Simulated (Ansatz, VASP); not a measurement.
## InSb: VASP beside Ansatz

```
In Sb
1.0
     0.00000    3.31467    3.31467
     3.31467    0.00000    3.31467
     3.31467    3.31467    0.00000
In Sb
1 1
Direct
  0.00000 0.00000 0.00000
  0.25000 0.25000 0.25000
```

Alike in both runs: functional PBE; k mesh 6 × 6 × 6; occupations gaussian, width 0.1 eV; no spin polarisation.

Ansatz relaxed the structure, and its values are those at the end. VASP's run is a single point on that final structure, the one shown.

|  | VASP | Ansatz |
| --- | --- | --- |
| version | VASP 6.6.1 | Ansatz 0.2.0 |
| potentials or method | VASP PAW PBE potentials, release 64 (In_d, Sb) | scalar-relativistic, plane waves, PAW |
| plane-wave cutoff (eV) | 520 | 420 |
| valence electrons in the cell | 18 | 28 |

```csv
,VASP,Ansatz,Ansatz less VASP
gap on the k mesh at the Fermi level (eV),none,none,-
pressure (GPa),0.1,0.2,+0.03
```

A gap of «none» marks a metal or a gap that the smearing closes. The two sets of potentials don't hold the same shells in valence.

The runs have no spin-orbit coupling, so splittings on Sb are missing.
